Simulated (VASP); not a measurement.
Set up this calculation in VASP 6.6.1, as the native input.

- Task: single point
- Functional: r2SCAN
- Potentials or basis: VASP PAW PBE potentials, release 64 (In_d, P)
- Cutoff: 520 eV
- k mesh: 6 × 6 × 6
- Occupations: gaussian, width 0.01 eV
- Spin: no spin polarisation
- Dipole correction: no
- Further INCAR settings: ALGO = Normal; EDIFF = 1e-06; NBANDS = 16

Crystal: InP.

```
In P
1.0
     0.00000    2.93050    2.93050
     2.93050    0.00000    2.93050
     2.93050    2.93050    0.00000
In P
1 1
Cartesian
  0.0000 0.0000 0.0000
  1.4652 1.4652 1.4652
```

The input as run:

POSCAR

```
InP
1.0
    0.0000000000      2.9305000000      2.9305000000
    2.9305000000      0.0000000000      2.9305000000
    2.9305000000      2.9305000000      0.0000000000
In P
1 1
Direct
    0.0000000000      0.0000000000      0.0000000000
    0.2500000000      0.2500000000      0.2500000000
```

INCAR.step1

```
SYSTEM = InP
PREC = Accurate
ENCUT = 520
ISMEAR = 0
SIGMA = 0.01
LREAL = .FALSE.
LASPH = .TRUE.
NELM = 100
NBANDS = 16
GGA = PE
ALGO = Normal
EDIFF = 1E-4
LWAVE = .TRUE.
LCHARG = .FALSE.
```

INCAR.step2

```
SYSTEM = InP
PREC = Accurate
ENCUT = 520
EDIFF = 1E-6
ISMEAR = 0
SIGMA = 0.01
LREAL = .FALSE.
LASPH = .TRUE.
NELM = 100
ALGO = Normal
ISIF = 2
LWAVE = .FALSE.
LCHARG = .FALSE.
METAGGA = R2SCAN
LMIXTAU = .TRUE.
NBANDS = 16
ISTART = 1
```

KPOINTS

```
Automatic mesh
0
G
  6 6 6
  0 0 0
```

Potentials or basis: VASP PAW PBE potentials, release 64 (In_d, P).

Command:

```console
$ cat potpaw_PBE.64/In_d/POTCAR potpaw_PBE.64/P/POTCAR > POTCAR
$ cp INCAR.step1 INCAR
$ mpirun -np 1 vasp_std > vasp.out
$ cp INCAR.step2 INCAR
$ mpirun -np 1 vasp_std > vasp.out
```

Results of the run:

```
Pressure               : 1.6 GPa
Band gap on the k mesh : 1.17 eV, direct
```

Caveat: the PAW data sets were made with another functional, which shifts forces and pressure a little; spin-orbit coupling is left out, which moves the levels of the heavy elements.

Run time: 18 s on 1 thread of Intel(R) Xeon(R) 6975P-C (Granite Rapids), on a shared host, peak memory 0.18 GiB.
